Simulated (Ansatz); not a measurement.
# Ni (Nickel): how the settings move a single-point run

How sensitive is a single-point run of Ni (Nickel) to its settings? A reference run comes first, then one run with altered input.

Method: reference: DFT, PBEsol, all-electron LAPW, scalar-relativistic; levels and slopes on a fine mesh, independent-particle optical spectra, in Ansatz 0.2.0.

## 1. Starting point

Symmetry: Fm-3m, No. 225, cubic system. Conventional cell: a = 3.462 Å, b = 3.462 Å, c = 3.462 Å, α = 90.00°, β = 90.00°, γ = 90.00°. Around Ni (site symmetry m-3m) lie 12 Ni at 2.45 Å.

Structure file:

```cif
data_structure
_symmetry_space_group_name_H-M 'Fm-3m'
_symmetry_Int_Tables_number 225
_cell_length_a 3.4619
_cell_length_b 3.4619
_cell_length_c 3.4619
_cell_angle_alpha 90.000
_cell_angle_beta 90.000
_cell_angle_gamma 90.000
_cell_volume 41.49
loop_
_atom_site_label
_atom_site_type_symbol
_atom_site_symmetry_multiplicity
_atom_site_Wyckoff_symbol
_atom_site_fract_x
_atom_site_fract_y
_atom_site_fract_z
_atom_site_occupancy
Ni1 Ni 4 a 0.00000 0.00000 0.00000 1
```

## 2. The reference run

The input, input.yaml:

```yaml
crystal:
  lattice:
    - [0.0, 1.73094601575, 1.73094601575]
    - [1.73094601575, 0.0, 1.73094601575]
    - [1.73094601575, 1.73094601575, 0.0]
  atoms:
    - { symbol: Ni, position: [0.0, 0.0, 0.0], spin: 0.6 }
magnetization:
  spin_polarized: true
kpoints:
  mp_grid: { grid: [16, 16, 16] }
scf:
  occupations: { method: fermi_dirac, width: 0.05 }
hamiltonian:
  xc: pbesol
  pseudopotentials: { kind: all_electron, lapw: { basis_error: 0.001 } }
output:
  forces: true
  stress: true
  eigenvalues: true
  eigenstates:
    nscf_kmesh: { grid: [28, 28, 28] }
    de_dk: true
    e_range: [-14, 14]
  optics:
    e_range: [0, 25]
    de: 0.2
    sigma: 0.15
    bands: { spectra_wanted_up_to: 25 }
    nscf_kmesh: { grid: [28, 28, 28] }
    drude_damping: 0.2
checkpoint:
  write: ck
  write_wavefunctions: false
```

Run with:

```console
> ansatz run input.yaml --threads 2 --pin off --max-ram 6144MiB --backend cpu --events-out ev --progress --plain --runs-dir out
```

From the output:

```text
[...]
Basis set: ecut = 322.56880229955857 eV, 137 PW (Γ), exchange–correlation at level 2
[...]
Magnetic group: BNS 225.116 (UNI 1618), of the structure as read, at distance tolerance 2.2e-5 Å
k-points: 145 of 4096
[...]
SCF iter   1: F=—  HF=-41348.122857 eV  |F-HF|=—  |Δ(HF+E_count)|=         —  Δρ=3.74e-3 (↑3.74e-3 ↓3.06e-3)  dr2=1.79e-3  dr2_m=5.43e-4  M=0.586 μB ∫|m|=0.624 μB  β_m=0.30  ethr=9.91e-6  ⟨swp⟩=3.9  Hψ=33462  notcnv=0
[...]
preconditioner: auto → none  [metal: Δε(μ)=0.002 eV  Ē_g=17.289 eV  σ=0.050 eV  W_gap=0.01  n_scr=0 (ndim 8)  ℏωp=36.5 eV  f_vac=0.000  D(μ)=1.65/eV (n_scr^D=26)]
SCF iter   2: F=—  HF=-41348.125532 eV  |F-HF|=—  |Δ(HF+E_count)|=   2.68e-3  Δρ=2.64e-3 (↑2.64e-3 ↓2.36e-3)  dr2=7.95e-4  dr2_m=3.35e-4  M=0.587 μB ∫|m|=0.633 μB  β_m=0.63  ethr=9.91e-6  ⟨swp⟩=2.0  Hψ=10835  notcnv=0
[...]
SCF iter  10: F=—  HF=-41348.131330 eV  |F-HF|=—  |Δ(HF+E_count)|=  5.09e-11  Δρ=9.39e-9 (↑5.53e-9 ↓9.39e-9)  dr2=8.46e-15  dr2_m=1.34e-15  M=0.592 μB ∫|m|=0.671 μB  β_m=0.96  ethr=1.00e-12  ⟨swp⟩=2.0  Hψ=10833  notcnv=0
SCF iter  11: F=-41348.131330 eV  HF=-41348.131330 eV  |F-HF|=1.46e-11  |Δ(HF+E_count)|=  4.37e-11  Δρ=9.66e-10 (↑6.33e-10 ↓9.66e-10)  dr2=1.17e-17  dr2_m=5.46e-17  M=0.592 μB ∫|m|=0.671 μB  ethr=1.00e-12  ⟨swp⟩=2.0  Hψ=10833  notcnv=0
[...]
SCF converged after 11 iterations
Magnetization: 0.5916 μB (9.2958 up, 8.7042 down)
[...]
Free energy (F): -41348.131330 eV
[...]
E sigma→0 (E₀):  -41348.124737 eV
[...]
Fermi energy:    19.244692 eV
[...]
  P = ⅓ Tr σ = 0.0085 GPa (0.085 kbar)
[...]
```

Run time: 90 s. Hardware: 2 threads of Arm Neoverse V1, shared host; peak memory 0.56 GiB.

## 3. Changed: xc_grid 3

input.yaml: that of step 2 with these lines changed.

```diff
@@ -34 +34,3 @@
   write_wavefunctions: false
+basis:
+  xc_grid: 3
```

Run with:

```console
> ansatz run input.yaml --threads 2 --pin off --max-ram 6144MiB --backend cpu --events-out ev --progress --plain --runs-dir out
```

What it wrote, shortened:

```text
LAPW: plane waves up to 9.201 Å⁻¹, error target 1.0e-3 eV per atom; small_component_spin mean_spin; Ni in spheres of 1.224 Å, 18 of its electrons in bands, Dirac shells [] (how accurate: hamiltonian.pseudopotentials.lapw.basis_error, Limitations)
[...]
Pseudopotentials: kind: all_electron
Pseudopotential: Ni, LAPW, valence charge 18, lapw/all_electron/scalar/gaussian/Ni, Koelling and Harmon's equation, gaussian nucleus
Functional definition: PBEsol
[...]
Crystal: 1 atoms, lattice volume = 10.372 Å³
Basis set: ecut = 322.56880229955857 eV, 137 PW (Γ), exchange–correlation at level 3
Bands: 14, of which v1, the nominal top of the filled ones, is band 9 counted from 1 (8 counted from 0)
Symmetry: 48 space group operations
Space group: Fm-3m (ITA 225), of the structure as read, at distance tolerance 2.2e-5 Å
Magnetic group: BNS 225.116 (UNI 1618), of the structure as read, at distance tolerance 2.2e-5 Å
k-points: 145 of 4096
[...]
Starting moments: Σ|m| = 0.6 μB on 1 of 1 site
[...]
SCF iter   1: F=—  HF=-41348.122857 eV  |F-HF|=—  |Δ(HF+E_count)|=         —  Δρ=3.74e-3 (↑3.74e-3 ↓3.06e-3)  dr2=1.79e-3  dr2_m=5.43e-4  M=0.586 μB ∫|m|=0.624 μB  β_m=0.30  ethr=9.91e-6  ⟨swp⟩=3.9  Hψ=33462  notcnv=0
[...]
the basis was enlarged: its passes take 905.0 KiB over the memory plan, 2 of 2 planned eigensolver slots
[...]
NSCF: frozen V_eff on 624 k-points
NSCF: frozen V_eff on 624 k-points
SCF converged after 11 iterations
Magnetization: 0.5916 μB (9.2958 up, 8.7042 down)
Absolute magnetization: 0.6714 μB (∫|ρ↑−ρ↓|)
Spin contamination: 0.0052 ħ² per cell (⟨S²⟩ above its minimum at these occupations)
Per-site moments (μB) at R_I (Å): [(0.6134938634690386, 1.22396364736618)]
Free energy (F): -41348.131330 eV
[...]
E sigma→0 (E₀):  -41348.124737 eV
Entropy (-TS):   -0.013187 eV (-13.187 meV/atom)
Fermi energy:    19.244692 eV
[...]
--- Forces (eV/Å), atoms counted from 1 ---
  atom   1  Ni     0.00000000    -0.00000000     0.00000000
[...]
--- Stress (GPa, compression-positive) ---
        0.008526      -0.000000       0.000000
       -0.000000       0.008526      -0.000000
        0.000000      -0.000000       0.008526
  P = ⅓ Tr σ = 0.0085 GPa (0.085 kbar)
--- Band table (eV; the first three rows and the last of 290) ---
  k-point 0 ↑: bands = ["-84.1750", "-44.5520", "-44.5520", "-44.5520", "9.7384", "16.6852", "16.6852", "16.6852", "17.9535", "17.9535", "43.0575", "47.3445", "47.3445", "47.3445"]
[...]
--- Fermi surface from the table of eigenstates, both spin states counted (twice the sheets' area in a run without spin) ---
  How far the three rows differ hints at the mesh's error and does not bound it.
  reading                E - E_F (eV)   area (Å⁻²)  resistivity times mean free path along x, y, z (Ω·m²), under one mean free path over the surface
  by tetrahedra               -0.0017       76.680  3.9869e-16  3.9869e-16  3.9869e-16
  by the states' slopes       -0.0024       75.961  4.0247e-16  4.0247e-16  4.0247e-16
  on every second point        0.0025       73.153  4.1791e-16  4.1791e-16  4.1791e-16
```

It took 90 s on 2 threads of Arm Neoverse V1, shared host; peak memory 0.56 GiB.

The changed input (numerical grids) leaves the energy the same to the digits printed.

## 4. Comparison

| run | ending | energy change | pressure (GPa) | abs. moment (μB) | force (eV/Å) | cycles | time |
| --- | --- | --- | --- | --- | --- | --- | --- |
| reference | converged | 0 | 0.0 | 0.67 | 0.00 | - | 90 s |
| 1: xc_grid 3 | converged | 0.0 meV/atom | 0.0 | 0.67 | 0.00 | 11 | 90 s |

Residual by cycle in the longest SCF loop of each run; runs are numbered as in the table. The quantity is the density residual dr2, in eV.

| cycle | reference | run 1 |
| --- | --- | --- |
| 1 | 0.00179 | 0.00179 |
| 2 | 8.0e-4 | 8.0e-4 |
| 3 | 1.3e-5 | 1.3e-5 |
| 4 | 1.3e-5 | 1.3e-5 |
| 5 | 3.6e-7 | 3.6e-7 |
| 6 | 7.9e-9 | 7.9e-9 |
| 7 | 5.0e-10 | 5.0e-10 |
| 8 | 4.4e-13 | 4.4e-13 |
| 9 | 3.7e-13 | 3.8e-13 |
| 10 | 8.5e-15 | 8.5e-15 |
| 11 | 1.2e-17 | 2.1e-17 |

The changed input (numerical grids) leaves the energy the same to the digits printed.
